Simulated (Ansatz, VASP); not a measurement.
## One calculation of InPd, two programs

Contents of POSCAR:

```
InPd
1.0
    3.3360556752      0.0000000000      0.0000000000
    0.0000000000      3.3360556752      0.0000000000
    0.0000000000      0.0000000000      3.3360556752
In Pd
1 1
Direct
    0.0000000000      0.0000000000      0.0000000000
    0.5000000000      0.5000000000      0.5000000000
```

The input INCAR.step1:

```
SYSTEM = InPd
PREC = Accurate
ENCUT = 520
ISMEAR = -1
SIGMA = 0.05
LREAL = .FALSE.
LASPH = .TRUE.
NELM = 80
NBANDS = 18
GGA = PE
ALGO = Normal
EDIFF = 1E-4
LWAVE = .TRUE.
LCHARG = .FALSE.
```

The input INCAR.step2:

```
SYSTEM = InPd
PREC = Accurate
ENCUT = 520
EDIFF = 1E-6
ISMEAR = -1
SIGMA = 0.05
LREAL = .FALSE.
LASPH = .TRUE.
NELM = 80
ALGO = Normal
ISIF = 2
LWAVE = .FALSE.
LCHARG = .FALSE.
METAGGA = R2SCAN
LMIXTAU = .TRUE.
NBANDS = 18
ISTART = 1
```

Contents of KPOINTS:

```
regular mesh
0
G
  8 8 8
  0 0 0
```

Contents of input.yaml:

```yaml
crystal:
  lattice:
    - [3.3360556752, 0.0, 0.0]
    - [0.0, 3.3360556752, 0.0]
    - [0.0, 0.0, 3.3360556752]
  atoms:
    - { symbol: In, position: [0.0, 0.0, 0.0] }
    - { symbol: Pd, position: [0.5, 0.5, 0.5] }
hamiltonian:
  xc: r2scan
  pseudopotentials: { kind: paw }
kpoints:
  mp_grid: { grid: [8, 8, 8] }
scf:
  occupations: { method: fermi_dirac, width: 0.05 }
output:
  forces: true
  stress: true
  eigenvalues: true
```

The cell comes from a database or a generator and needn't be the stable form of this composition.

Alike in both runs: task single point; functional r2SCAN; k mesh 8 × 8 × 8; occupations fermi-dirac, width 0.05 eV; no spin polarisation.

```csv
,VASP,Ansatz
version,VASP 6.6.1,Ansatz 0.2.0
potentials or method,"VASP PAW PBE potentials, release 64 (In_d, Pd)",Ansatz PAW
plane-wave cutoff (eV),520,500
valence electrons in the cell,23,31
```

VASP gave:

| Property | Result |
| --- | --- |
| gap on the k mesh at the Fermi level (eV) | none |
| pressure (GPa) | -6.7 |

Task: Which values does Ansatz return?

Result: gap on the k mesh at the Fermi level (eV): none; pressure (GPa): -7.0.

A gap of «none» marks a metal or a gap that the smearing closes. The two sets of potentials don't hold the same shells in valence.

Caveats: the PAW data sets were made with another functional, which shifts forces and pressure a little (VASP); the PAW data sets come from PBE, with cores solved anew for the run's functional, which leaves a small shift of forces and pressure (Ansatz).
